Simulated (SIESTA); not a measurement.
Runs of SIESTA 5.4.2 on TiO2 (Anatase). It takes space group I4_1/amd (No. 141, tetragonal). The conventional cell has a = 3.784 Å, b = 3.784 Å, c = 9.515 Å, α = 90.00°, β = 90.00°, γ = 90.00°. Ti (site symmetry -4m2) has 6 O at 1.93 to 1.98 Å as nearest neighbours. O (site symmetry 2mm) has 3 Ti at 1.93 to 1.98 Å as nearest neighbours. 

```tsv
task	level	potentials or basis	k mesh	gap on the mesh (eV)	pressure (GPa)	largest force (eV/Å)
single point	PBEsol	PseudoDojo 0.4 standard (PBEsol files), DZP (energy shift 0.003 Ry; two zetas on semicore shells)	6 × 6 × 6	2.01	2.9	0.08
single point	LDA	PseudoDojo 0.4 standard (LDA files), DZP (energy shift 0.003 Ry; two zetas on semicore shells)	6 × 6 × 6	1.96	(c)	0.02
single point	RPBE	PseudoDojo 0.4 standard (PBE files), DZP (energy shift 0.003 Ry; two zetas on semicore shells)	6 × 6 × 6	2.07	13.0	0.25
single point	WC	PseudoDojo 0.4 standard (PBEsol files), DZP (energy shift 0.003 Ry; two zetas on semicore shells)	6 × 6 × 6	(b)	(d)	0.09
single point	PW91	PseudoDojo 0.4 standard (PBE files), DZP (energy shift 0.003 Ry; two zetas on semicore shells)	6 × 6 × 6	(a)	8.5	0.18
band structure	RPBE	PseudoDojo 0.4 standard (PBE files), DZP (energy shift 0.003 Ry; two zetas on semicore shells)	7 × 7 × 7	2.02	13.0	0.25
single point	revPBE	PseudoDojo 0.4 standard (PBE files), DZP (energy shift 0.003 Ry; two zetas on semicore shells)	6 × 6 × 6	2.07	12.0	0.23
single point	BLYP	PseudoDojo 0.4 standard (PBE files), DZP (energy shift 0.003 Ry; two zetas on semicore shells)	6 × 6 × 6	2.06	14.9	0.31
single point	AM05	PseudoDojo 0.4 standard (PBEsol files), DZP (energy shift 0.003 Ry; two zetas on semicore shells)	6 × 6 × 6	2.01	3.4	0.06
```

Alike in all rows: no spin polarisation; cell as given; smearing fermi-dirac 0.05 eV; grid cutoff 800 Ry; energy shift 0.003 Ry.

Question: Fill in the values left out.

Answer: (a) 2.04; (b) 2.00; (c) -2.4; (d) 3.1.

Caveats: the basis of atomic orbitals isn't converged, which shifts pressures, moduli and gaps; the potentials were made for another functional, which shifts forces and pressure (some runs).

A k mesh can miss the band edges.

Runs at the PBE level aren't shown here.
